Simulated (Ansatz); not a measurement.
How far is PAW off for NbN?

```
CELL_PARAMETERS angstrom
0.00000 2.19450 2.19450
2.19450 0.00000 2.19450
2.19450 2.19450 0.00000
ATOMIC_POSITIONS crystal
Nb 0.50000 0.50000 0.50000
N 0.00000 0.00000 0.00000
```

Atom numbers follow the list: Nb1, N2.

The cell is COD entry 1538667, as deposited and not checked against the literature; nothing was relaxed.

All numbers are computed: DFT, PBEsol, PAW with Ansatz's default frozen-core files, scalar-relativistic (Ansatz 0.2.0); DFT, PBEsol, all-electron LAPW, scalar-relativistic (Ansatz 0.2.0).

For PAW: a Γ-centred 14×14×14 k mesh, Fermi–Dirac smearing of 0.08 eV, cutoff 420 eV, no spin polarisation; the PAW files were made with PBE, and the program remakes their frozen cores for this functional. LAPW targets a basis error of 1 meV/atom. The Ansatz runs share mesh, smearing and spin set-up. Plane-wave (PAW) pressures include the program's estimate of the Pulay term.

Stress and pressure are positive in compression.

Levels count from the Fermi level.

PAW results:

```csv
quantity,PAW
pressure (GPa),-1.87
highest filled level at Γ (eV),-0.147
lowest empty level at Γ (eV),3.251
highest filled level at U (eV),-1.911
lowest empty level at U (eV),2.052
highest filled level at X (eV),-3.981
lowest empty level at X (eV),1.620
```

Q: What does full-potential LAPW give for the same quantities?

A: 
```tsv
quantity	LAPW
pressure (GPa)	-1.93
highest filled level at Γ (eV)	-0.152
lowest empty level at Γ (eV)	3.261
highest filled level at U (eV)	-1.913
lowest empty level at U (eV)	2.053
highest filled level at X (eV)	-3.983
lowest empty level at X (eV)	1.616
```
